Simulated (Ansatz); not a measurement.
# GdN (rocksalt): the equilibrium volume

Aim: the volume at which the pressure of GdN (rocksalt) vanishes.

Computed with Ansatz 0.2.0 (DFT PBE, scalar-relativistic, plane waves, PAW, unless a step's input says otherwise).

3 further runs of the same task are left out: 1 that didn't finish, 2 set aside as unsound or not needed.

### 1 Starting point

Symmetry: Fm-3m, No. 225, cubic system. Conventional cell: a = 5.016 Å, b = 5.016 Å, c = 5.016 Å, α = 90.00°, β = 90.00°, γ = 90.00°. Gd (site symmetry m-3m) has 6 N at 2.51 Å as nearest neighbours. N (site symmetry m-3m) is surrounded by 6 Gd at 2.51 Å.

Structure file:

```cif
data_structure
_symmetry_space_group_name_H-M 'Fm-3m'
_symmetry_Int_Tables_number 225
_cell_length_a 5.0156
_cell_length_b 5.0156
_cell_length_c 5.0156
_cell_angle_alpha 90.000
_cell_angle_beta 90.000
_cell_angle_gamma 90.000
_cell_volume 126.17
loop_
_atom_site_label
_atom_site_type_symbol
_atom_site_symmetry_multiplicity
_atom_site_Wyckoff_symbol
_atom_site_fract_x
_atom_site_fract_y
_atom_site_fract_z
_atom_site_occupancy
Gd1 Gd 4 b 0.50000 0.00000 0.00000 1
N1 N 4 a 0.00000 0.00000 0.00000 1
```

Starting moments: Gd 7.00 μB.

### 2 The first run

File input.yaml:

```yaml
crystal:
  lattice:
    - [0.0, 2.5078015361, 2.5078015361]
    - [2.5078015361, 0.0, 2.5078015361]
    - [2.5078015361, 2.5078015361, 0.0]
  atoms:
    - { symbol: Gd, position: [0.5, 0.5, 0.5], spin: 7.0 }
    - { symbol: "N", position: [0.0, 0.0, 0.0] }
basis:
  ecutwfc: 420
  ecutrho_ratio: 4
kpoints:
  mp_grid: { grid: [12, 12, 12] }
hamiltonian:
  xc: pbe
scf:
  occupations: { method: gaussian, width: 0.05 }
output:
  forces: true
  stress: true
  eigenvalues: true
  populations: true
magnetization:
  spin_polarized: true
```

Launch:

```sh
$ ansatz run input.yaml --threads 2 --pin off --max-ram 3072MiB --backend cpu --events-out ev --progress --plain --runs-dir out
```

The log of the run (excerpt; [...] marks lines left out):

```text
Warning: RAYON_NUM_THREADS=2 ignored (pool sized by the plan → 2); use --threads N
Gd: projections on atomic orbitals take those of the free atom [Kr 4d10] 4f7 5s2 5p6 5d1 6s2, of charge +0.00 (hamiltonian.pseudopotentials.projection_atoms); the dataset's partial waves leave at most 2.5e-4 of an orbital's norm unspanned inside its sphere
[...]
Pseudopotentials: kind: paw
Pseudopotential: Gd, paw, valence charge 18, recommended cutoff 420 eV (normal), Gd.paw.azcp
Pseudopotential: N, paw, valence charge 5, recommended cutoff 420 eV (normal), N.paw.azcp
Functional definition: PBE
[...]
Crystal: 2 atoms, lattice volume = 31.543 Å³
Basis set: ecut = 420 eV, 609 PW (Γ), exchange–correlation on 48×48×48 points (8 copies of the dense FFT grid, shifted against one another)
Bands: 19, of which v1, the nominal top of the filled ones, is band 12 counted from 1 (11 counted from 0)
Symmetry: 48 space group operations
Space group: Fm-3m (ITA 225), of the structure as read, at distance tolerance 3.2e-5 Å
Magnetic group: BNS 225.116 (UNI 1618), of the structure as read, at distance tolerance 3.2e-5 Å
k-points: 72 of 1728
[...]
Starting moments: Σ|m| = 7 μB on 1 of 2 sites
[...]
SCF iter   1: F=—  HF=-9718.978856 eV  |F-HF|=—  |Δ(HF+E_count)|=         —  Δρ=4.10e-2 (↑2.82e-2 ↓4.10e-2)  dr2=5.21e-1  dr2_m=2.20e-1  M=7.000 μB ∫|m|=7.015 μB  β_m=0.30  ethr=2.27e-3  ⟨swp⟩=1.0  Hψ=15336  notcnv=0
[...]
spin=Collinear: Kerker preconditioning applied to the charge; magnetization (m = ρ↑ − ρ↓) channel mixes plain (no charge-response kernel on spin).
[...]
SCF iter  11: F=-9719.346934 eV  HF=-9719.346934 eV  |F-HF|=1.42e-8  |Δ(HF+E_count)|=   8.20e-9  Δρ=3.66e-6 (↑3.66e-6 ↓3.22e-6)  dr2=1.68e-8  dr2_m=2.03e-10  M=7.000 μB ∫|m|=7.188 μB  ethr=3.78e-10  ⟨swp⟩=3.0  Hψ=9051  notcnv=0
[...]
SCF converged after 11 iterations
Magnetization: 7.0000 μB (15.0000 up, 8.0000 down)
Absolute magnetization: 7.1878 μB (∫|ρ↑−ρ↓|, with the PAW one-centre terms)
Spin contamination: 0.0235 ħ² per cell (⟨S²⟩ above its minimum at these occupations)
Per-site moments (μB) at R_I (Å): [(6.869886628648542, 1.03446813364125), (-0.09151202478314537, 1.03446813364125)]
Free energy (F): -9719.346934 eV
[...]
E sigma→0 (E₀):  -9719.346881 eV
Entropy (-TS):   -0.000104 eV (-0.052 meV/atom)
Fermi energy:    14.269349 eV
[...]
--- Forces (eV/Å), atoms counted from 1 ---
  atom   1  Gd     0.00000000    -0.00000000     0.00000000
  atom   2  N     -0.00000000     0.00000000     0.00000000
[...]
--- Stress (GPa, compression-positive) ---
       -2.676088      -0.000000       0.000000
        0.000000      -2.676088      -0.000000
        0.000000       0.000000      -2.676088
  P = ⅓ Tr σ = -2.6761 GPa (-26.761 kbar)
--- Band table (eV; the first three rows and the last of 144) ---
  k-point 0 ↑: bands = ["-29.5557", "-6.6108", "-6.6108", "-6.6108", "1.2215", "10.6710", "10.6710", "10.6710", "10.8337", "11.0632", "11.0632", "11.0632", "14.4648", "14.4648", "14.4648", "16.6899", "16.6899", "16.6899", "17.3107"]
[...]
--- Löwdin populations: 2 sites ---
  site symbol       q [e]    m [muB]
     0     Gd     17.2890     7.0992
     1      N      5.6734    -0.1004
  spilling = 0.001634 (of n_electrons = 23.000000)
```

It took 8.6 s on 2 threads of Intel Xeon Platinum 8259CL at 2.50GHz (Skylake/Cascade Lake), shared host; peak memory 0.47 GiB.

Result: volume 15.772 Å³/atom, pressure -2.68 GPa, a metal on this mesh, moments in the atoms' spheres Gd 6.87; N -0.09 μB.

### 3 Stepping to 15.490 Å³/atom

File input.yaml:

```yaml
crystal:
  lattice:
    - [0.0, 2.4927984072, 2.4927984072]
    - [2.4927984072, 0.0, 2.4927984072]
    - [2.4927984072, 2.4927984072, 0.0]
  atoms:
    - { symbol: Gd, position: [0.5, 0.5, 0.5], spin: 7.56 }
    - { symbol: "N", position: [0.0, 0.0, 0.0] }
basis:
  ecutwfc: 420
  ecutrho_ratio: 4
kpoints:
  mp_grid: { grid: [12, 12, 12] }
hamiltonian:
  xc: pbe
scf:
  occupations: { method: gaussian, width: 0.05 }
output:
  forces: true
  stress: true
  eigenvalues: true
  populations: true
magnetization:
  spin_polarized: true
```

Launch:

```sh
$ ansatz run input.yaml --threads 2 --pin off --max-ram 3072MiB --backend cpu --events-out ev --progress --plain --runs-dir out
```

The log of the run:

```text
Warning: RAYON_NUM_THREADS=2 ignored (pool sized by the plan → 2); use --threads N
Gd: projections on atomic orbitals take those of the free atom [Kr 4d10] 4f7 5s2 5p6 5d1 6s2, of charge +0.00 (hamiltonian.pseudopotentials.projection_atoms); the dataset's partial waves leave at most 2.5e-4 of an orbital's norm unspanned inside its sphere
Engine: ansatz 0.2.0, x86_64-unknown-linux-gnu
[... 4 set-up lines as earlier in the session ...]
  parameter kappa = 0.804
  parameter beta = 0.06672455060314922
  exchange = pbe_x(kappa = kappa, mu = beta*pi^2/3)
  correlation = pbe_c(beta = beta)
Crystal: 2 atoms, lattice volume = 30.981 Å³
Basis set: ecut = 420 eV, 609 PW (Γ), exchange–correlation on 48×48×48 points (8 copies of the dense FFT grid, shifted against one another)
Bands: 20, of which v1, the nominal top of the filled ones, is band 12 counted from 1 (11 counted from 0)
[... 1 set-up line as earlier in the session ...]
Space group: Fm-3m (ITA 225), of the structure as read, at distance tolerance 3.1e-5 Å
Magnetic group: BNS 225.116 (UNI 1618), of the structure as read, at distance tolerance 3.1e-5 Å
k-points: 72 of 1728
Non-local potential: Gd, projectors of the file, l = 0: 3, l = 1: 2, l = 2: 2, l = 3: 3
Non-local potential: N, projectors of the file, l = 0: 2, l = 1: 2, l = 2: 1
PAW form: soft (Blöchl's): semilocal exchange-correlation on the pseudo side does not see the compensation charge
PAW one-centre angular grid: Gd, 590 points (default); XC on 64 Gauss nodes
PAW one-centre angular grid: N, 110 points (default); XC on 64 Gauss nodes
Initial density: superposition of atomic densities (chi_scale 0.1, normalization cell, long waves kept (reshape's long-wave potential 0.00 eV rms))
Starting moments: Σ|m| = 7.56 μB on 1 of 2 sites
Initial wavefunctions: pseudopotential atomic-orbital guess
Functional: x = pbe(κ = 0.804, μ = 0.2195149727645171), c = pbe(β = 0.06672455060314922)
iter 1 solved again at ethr=2.41e-3 eV; its pass at ethr=3.10e-3 eV (dr2=5.55e-1 eV) is discarded
SCF iter   1: F=—  HF=-9718.956994 eV  |F-HF|=—  |Δ(HF+E_count)|=         —  Δρ=4.27e-2 (↑2.80e-2 ↓4.27e-2)  dr2=5.55e-1  dr2_m=2.25e-1  M=7.000 μB ∫|m|=7.051 μB  β_m=0.30  ethr=2.41e-3  ⟨swp⟩=1.0  Hψ=15721  notcnv=0
Mixer restart at iter 1: flushing history
preconditioner: auto → none  [insulator: Δε(μ)=0.107 eV  Ē_g=12.906 eV  σ=0.050 eV  W_gap=0.87  n_scr=14 (ndim 8)  ℏωp=30.6 eV  f_vac=0.000  D(μ)=0.02/eV (n_scr^D=0)  ε∞_Penn≈6.6]
SCF iter   2: F=—  HF=-9719.075468 eV  |F-HF|=—  |Δ(HF+E_count)|=   1.18e-1  Δρ=3.04e-2 (↑2.26e-2 ↓3.04e-2)  dr2=1.51e-1  dr2_m=1.22e-1  M=7.000 μB ∫|m|=7.084 μB  β_m=0.48  ethr=2.41e-3  ⟨swp⟩=2.0  Hψ=4472  notcnv=0
SCF iter   3: F=—  HF=-9719.266682 eV  |F-HF|=—  |Δ(HF+E_count)|=   1.91e-1  Δρ=2.42e-2 (↑1.27e-2 ↓2.42e-2)  dr2=3.80e-1  dr2_m=4.04e-2  M=7.000 μB ∫|m|=7.104 μB  β_m=0.46  ethr=6.57e-4  ⟨swp⟩=2.9  Hψ=5724  notcnv=0  defer=67
SCF iter   4: F=—  HF=-9719.336872 eV  |F-HF|=—  |Δ(HF+E_count)|=   7.02e-2  Δρ=3.31e-3 (↑2.68e-3 ↓3.31e-3)  dr2=2.17e-3  dr2_m=1.96e-3  M=7.000 μB ∫|m|=7.148 μB  β_m=0.54  ethr=6.57e-4  ⟨swp⟩=2.7  Hψ=6000  notcnv=0  defer=70
SCF iter   5: F=—  HF=-9719.348513 eV  |F-HF|=—  |Δ(HF+E_count)|=   1.16e-2  Δρ=1.61e-3 (↑1.45e-3 ↓1.61e-3)  dr2=2.04e-3  dr2_m=1.92e-4  M=7.000 μB ∫|m|=7.166 μB  β_m=0.61  ethr=9.44e-6  ⟨swp⟩=2.0  Hψ=5820  notcnv=0  defer=72
SCF iter   6: F=—  HF=-9719.351350 eV  |F-HF|=—  |Δ(HF+E_count)|=         —  Δρ=8.45e-4 (↑4.56e-4 ↓8.45e-4)  dr2=9.16e-5  dr2_m=1.01e-4  M=7.000 μB ∫|m|=7.180 μB  β_m=0.61  ethr=8.89e-6  ⟨swp⟩=2.3  Hψ=5267  notcnv=0  defer=75
Mixer restart at iter 6: flushing history
SCF iter   7: F=—  HF=-9719.351725 eV  |F-HF|=—  |Δ(HF+E_count)|=   3.75e-4  Δρ=5.58e-4 (↑5.58e-4 ↓3.23e-4)  dr2=4.72e-5  dr2_m=4.78e-5  M=7.000 μB ∫|m|=7.184 μB  β_m=0.75  ethr=3.98e-7  ⟨swp⟩=2.2  Hψ=5079  notcnv=0  defer=78
SCF iter   8: F=—  HF=-9719.351854 eV  |F-HF|=—  |Δ(HF+E_count)|=   1.29e-4  Δρ=4.25e-4 (↑1.42e-4 ↓4.25e-4)  dr2=5.95e-5  dr2_m=1.35e-5  M=7.000 μB ∫|m|=7.188 μB  β_m=0.74  ethr=2.05e-7  ⟨swp⟩=2.4  Hψ=4596  notcnv=0  defer=77
SCF iter   9: F=—  HF=-9719.351908 eV  |F-HF|=—  |Δ(HF+E_count)|=   5.49e-5  Δρ=2.73e-5 (↑2.73e-5 ↓2.47e-5)  dr2=4.91e-7  dr2_m=6.68e-8  M=7.000 μB ∫|m|=7.192 μB  β_m=0.81  ethr=2.05e-7  ⟨swp⟩=2.4  Hψ=4533  notcnv=0  defer=83
SCF iter  10: F=—  HF=-9719.351910 eV  |F-HF|=—  |Δ(HF+E_count)|=   2.05e-6  Δρ=1.43e-5 (↑9.37e-6 ↓1.43e-5)  dr2=1.91e-7  dr2_m=5.30e-9  M=7.000 μB ∫|m|=7.192 μB  β_m=0.76  ethr=2.13e-9  ⟨swp⟩=2.6  Hψ=4501  notcnv=0  defer=83
SCF iter  11: F=—  HF=-9719.351911 eV  |F-HF|=—  |Δ(HF+E_count)|=   1.76e-7  Δρ=5.24e-6 (↑5.24e-6 ↓2.96e-6)  dr2=4.62e-9  dr2_m=3.34e-9  M=7.000 μB ∫|m|=7.192 μB  β_m=0.83  ethr=8.33e-10  ⟨swp⟩=2.4  Hψ=4286  notcnv=0  defer=83
SCF iter  12: F=-9719.351911 eV  HF=-9719.351911 eV  |F-HF|=1.58e-10  |Δ(HF+E_count)|=   8.67e-9  Δρ=1.41e-6 (↑9.13e-7 ↓1.41e-6)  dr2=2.02e-10  dr2_m=2.64e-10  M=7.000 μB ∫|m|=7.192 μB  ethr=2.01e-11  ⟨swp⟩=4.9  Hψ=10054  notcnv=0
SCF 1 converged in 12 iterations: F = -9719.351911 eV  dr2 = 2.02e-10
SCF converged after 12 iterations
Magnetization: 7.0000 μB (15.0000 up, 8.0000 down)
Absolute magnetization: 7.1922 μB (∫|ρ↑−ρ↓|, with the PAW one-centre terms)
Spin contamination: 0.0243 ħ² per cell (⟨S²⟩ above its minimum at these occupations)
Per-site moments (μB) at R_I (Å): [(6.86458528238643, 1.0282793429700001), (-0.09366510254157892, 1.0282793429700001)]
Free energy (F): -9719.351911 eV
Harris-Foulkes:  -9719.351911 eV  (|F-HF|=1.58e-10)
Internal energy: -9719.351779 eV  (E = F + TS)
E sigma→0 (E₀):  -9719.351845 eV
Entropy (-TS):   -0.000131 eV (-0.066 meV/atom)
Fermi energy:    14.578269 eV
--- Per-component energies (eV) ---
  E_band       = 70.575936
  E_kinetic    = 535.669107
  E_local      = -1900.179716  (includes V_loc(G=0)·N_el)
  E_nonlocal   = 331.413033
  E_hartree    = 778.535063
  E_xc         = -295.919654
  E_vxc        = -332.627640  (∫ρ·V_xc dr)
  E_paw        = -6574.833863  (= ΣΔE_a)
  E_vpaw       = -120.768746  (= ΣTr[D̂ρ^β])
  E_aug_tail   = 0.000092  (compensation charges beyond the density's cutoff)
  E_ewald      = -2594.035842
  E_smearing   = -0.000131  (= −TS)
  E_closure    = 0.000000  (closes the sum)
  Σ components = -9719.351911   (vs F -9719.351911, Δ=0.00e0)
--- Forces (eV/Å), atoms counted from 1 ---
  atom   1  Gd     0.00000000     0.00000000     0.00000000
  atom   2  N     -0.00000000    -0.00000000    -0.00000000
  max |Σ_I F_I| component: 6.15e-29 eV/Å
--- Stress (GPa, compression-positive) ---
       -0.137911       0.000000       0.000000
        0.000000      -0.137911      -0.000000
       -0.000000      -0.000000      -0.137911
  P = ⅓ Tr σ = -0.1379 GPa (-1.379 kbar)
--- Band table (eV; the first three rows and the last of 144) ---
  k-point 0 ↑: bands = ["-29.2006", "-6.2412", "-6.2412", "-6.2412", "1.4637", "11.0068", "11.0068", "11.0068", "11.1878", "11.4286", "11.4286", "11.4286", "14.7865", "14.7865", "14.7865", "16.9998", "16.9998", "16.9998", "17.7482", "19.1262"]
  k-point 1 ↑: bands = ["-29.1945", "-6.3314", "-6.2475", "-6.2475", "1.5868", "10.9844", "11.0158", "11.0158", "11.1936", "11.4172", "11.4172", "11.4290", "14.2699", "14.4800", "14.4800", "17.1143", "17.1954", "17.1954", "18.2216", "19.5275"]
  k-point 2 ↑: bands = ["-29.1777", "-6.5662", "-6.2646", "-6.2646", "1.9142", "10.9158", "11.0446", "11.0446", "11.2103", "11.3881", "11.3881", "11.4300", "13.3032", "13.8300", "13.8300", "17.3374", "17.7048", "17.7048", "19.2423", "20.5028"]
  k-point 71 ↓: bands = ["-26.0118", "-4.7346", "-4.7346", "-4.5472", "2.3787", "12.0727", "13.1853", "13.1853", "16.2875", "16.2875", "16.5365", "16.5365", "16.6143", "16.6609", "16.7373", "18.9944", "18.9944", "22.2745", "23.4242", "24.1797"]
--- Löwdin populations: 2 sites ---
  site symbol       q [e]    m [muB]
     0     Gd     17.3023     7.1019
     1      N      5.6614    -0.1030
  spilling = 0.001580 (of n_electrons = 23.000000)
```

Run time: 8.9 s. Hardware: 2 threads of Intel Xeon Platinum 8259CL at 2.50GHz (Skylake/Cascade Lake), shared host; peak memory 0.47 GiB.

Read off: volume 15.490 Å³/atom, pressure -0.14 GPa, metallic, moments in the atoms' spheres Gd 6.86; N -0.09 μB.

### 4 The cell, before and after

The cell before and after:

| cell as typed | before | after | change |
| --- | --- | --- | --- |
| a (Å) | 3.547 | 3.525 | -0.6 % |
| b (Å) | 3.547 | 3.525 | -0.6 % |
| c (Å) | 3.547 | 3.525 | -0.6 % |
| volume (Å³/atom) | 15.772 | 15.490 | -1.8 % |
| shortest distance (Å) | 2.508 | 2.493 | -0.6 % |
| space group | Fm-3m | Fm-3m | same |

### 5 What came out

```
               quantity                                                                      value
                 volume                                                             15.490 Å³/atom
               pressure                                                                  -0.14 GPa
      conventional cell  a = 4.986 Å, b = 4.986 Å, c = 4.986 Å, α = 90.00°, β = 90.00°, γ = 90.00°
        gap on the mesh                                                               none (metal)
spin moments in spheres                                                        Gd 6.86; N -0.09 μB
```

**Reading.** From the first run shown, the volume went from 15.77 to 15.49 Å³/atom (-1.8 %) in 2 runs, where the pressure is zero within 0.14 GPa. No U or exact exchange acts on the open f shell of Gd, so the metal holds for this level alone. Spin–orbit coupling is left out, though the cell holds Gd; it splits the 4f levels.
